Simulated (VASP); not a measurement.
Si:

```
Si
1.0
     2.62054    0.00000    0.00000
    -1.31027    2.26946    0.00000
     0.00000    0.00000    2.46635
Si
1
Direct
  0.00000 0.00000 0.00000
```

This isn't the form of Si at room conditions, which is diamond.

Base run:

- Program: VASP 6.6.1
- Functional: TPSS
- Potentials or basis: VASP PAW PBE potentials, release 64 (Si)
- Cutoff: 520 eV
- k mesh: 12 × 12 × 11
- Occupations: fermi-dirac, width 0.05 eV
- Spin: no spin polarisation

Its results: pressure -0.2 GPa.

**Question.** The run is repeated on the same cell with these changes: functional from TPSS to rSCAN. What comes out?

**Answer.** Pressure 1.2 GPa.

Caveats: the PAW data sets were made with another functional, which shifts forces and pressure a little.
